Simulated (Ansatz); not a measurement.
# MgS: a trial structure relaxed

Where does this trial cell of MgS go when cell and atoms are let free?

Program: Ansatz 0.2.0. Level of theory: DFT PBE, scalar-relativistic, plane waves, PAW. These are calculated values, not measurements.

**1. The starting structure**

It takes space group P-6m2 (No. 187, hexagonal). Conventional cell: a = 3.316 Å, b = 3.316 Å, c = 5.258 Å, α = 90.00°, β = 90.00°, γ = 120.00°. Mg (site symmetry -6m2) has 6 S at 3.25 Å and 6 Mg at 3.32 Å as nearest neighbours. S (site symmetry -6m2) has 6 Mg at 3.25 Å and 6 S at 3.32 Å as nearest neighbours.

Structure file:

```cif
data_structure
_symmetry_space_group_name_H-M 'P 1'
_symmetry_Int_Tables_number 1
_cell_length_a 3.3161
_cell_length_b 3.3161
_cell_length_c 5.2582
_cell_angle_alpha 90.000
_cell_angle_beta 90.000
_cell_angle_gamma 120.000
_cell_volume 50.07
loop_
_atom_site_label
_atom_site_type_symbol
_atom_site_fract_x
_atom_site_fract_y
_atom_site_fract_z
_atom_site_occupancy
Mg1 Mg 0.33333 0.66667 0.50000 1
S1 S 0.00000 0.00000 0.00000 1
```

Recipe of the guess: species swapped into a database cell of LaDy (P-6m2, No. 187), with S on the La sites and Mg on the Dy sites. Its size is a rough estimate.

**2. A first look at the guess**

The input, input.yaml:

```yaml
crystal:
  lattice:
    - [3.31605195, 0.0, 0.0]
    - [-1.65802598, 2.87178523, 0.0]
    - [0.0, 0.0, 5.2581734]
  atoms:
    - { symbol: Mg, position: [0.33333333, 0.66666667, 0.5] }
    - { symbol: S, position: [0.0, 0.0, 0.0] }
basis:
  ecutwfc: 420
kpoints:
  mp_grid: { grid: [6, 6, 4] }
hamiltonian:
  xc: pbe
scf:
  occupations: { method: gaussian, width: 0.1 }
  lower_state_search: "off"
output:
  forces: true
  stress: true
  eigenvalues: true
```

On the command line:

```bash
ansatz run input.yaml --threads 1 --pin off --max-ram 2560MiB --backend cpu --events-out ev --progress --plain --runs-dir out
```

The session goes on with these runs: a loose first relaxation; final relaxation.

Q: Predict the outcome of this session. Wanted: conventional cell; volume; energy over the elements; gap on the mesh.

As calculated:

```
                              quantity                                                                       value
symmetry at the end (tolerance 0.02 Å)                                                 space group P-6m2 (No. 187)
                     conventional cell  a = 3.611 Å, b = 3.611 Å, c = 3.305 Å, α = 90.00°, β = 90.00°, γ = 120.00°
                                volume                                                               18.66 Å³/atom
              energy over the elements                                                               -1.19 eV/atom
                       gap on the mesh                                                                     1.15 eV
```

The space group P-6m2 (No. 187) is kept, and the volume per atom shrinks by 25.5 % from the first guess. A negative formation energy is needed for stability but isn't enough; other structures and compounds were not set against it here. No finished test with a distortion of lower symmetry is shown, so the end may be a saddle point.
